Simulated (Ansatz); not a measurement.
**Rock-salt LiI**

Level of theory: PBE+SOC (Ansatz, a program for electronic structure, PAW).

Settings: plane-wave cutoff 520 eV, 10×10×10 k mesh, Fermi–Dirac smearing 0.01 eV, PAW data made under PBE.

Cell: measured lattice: a = b = c = 6.0120 Å, α = β = γ = 90.00°.

```yaml
band_gap: 3.92 eV (direct)
```

Measured, for comparison: band gap 6.4 eV (temperature not stated, no zero-point or thermal correction, our sources range from 6.10 to 6.40; as tabulated in Aguado et al. (1998), arXiv:cond-mat/9809176). Computed (rounded) less measured: band gap -2.48 eV (-2.18 eV to -2.48 eV over the range).

Note: cell and atoms aren't relaxed at this level.

Computed values are for the static lattice.

It cost roughly 30 core-seconds of CPU time.
